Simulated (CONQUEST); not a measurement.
ZnSe (Stilleite) under changes of volume

One of the cells (22.757 Å³/atom); the others are scaled copies at fixed shape and fractional positions:

```
CELL_PARAMETERS angstrom
4.00760 0.00000 0.00000
0.00000 4.00760 0.00000
0.00000 0.00000 5.66760
ATOMIC_POSITIONS crystal
Se 0.00000 0.50000 0.25000
Se 0.50000 0.00000 0.75000
Zn 0.00000 0.00000 0.00000
Zn 0.50000 0.50000 0.50000
```

| Property | Result |
| --- | --- |
| Program | CONQUEST 1.3 |
| Functional | PBEsol |
| Potentials or basis | PseudoDojo NC PBEsol, DZP, grid of 40 × 40 × 60 points |
| k mesh | 7 × 7 × 5 |
| Occupations | fermi-dirac, width 0.05 eV |
| Spin | no spin polarisation |

```tsv
volume (Å³/atom)	energy over the lowest point (meV/atom)	pressure (GPa)	gap on the mesh (eV)
21.391	?	?	?
21.846	14.25	3.8	1.60
22.301	5.58	2.3	1.49
22.757	0.94	1.0	1.39
23.212	0.00	-0.3	1.30
23.667	2.40	-1.4	1.21
24.122	7.76	-2.5	1.13
```

What does the run at 21.391 Å³/atom give?

Energy over the lowest point 27.62 meV/atom; pressure 5.6 GPa; gap on the mesh 1.71 eV.

Worked out: A Birch-Murnaghan fit of order 3 (a polynomial in V^(-2/3)) to the other rows has its minimum at 23.11 Å³/atom with B0 = V·E''(V) = 61 GPa and B' = 4.1. It gives 27.44 meV/atom at 21.391 Å³/atom, against the run's 27.62, and -dE/dV = 5.5 GPa, against 5.6. A straight line through the other rows of the gap, of slope -4.73 eV per unit of ln V, extrapolates to 1.69 eV, against the run's 1.71.

Energies are extrapolated to zero smearing.

Caveats: an odd mesh through Γ misses points on the zone boundary, where band edges often lie; the basis of atomic orbitals isn't converged, which shifts pressures, moduli and gaps; the real-space grid breaks the cell's symmetry a little (some runs). Spin-orbit coupling on Se is left out.
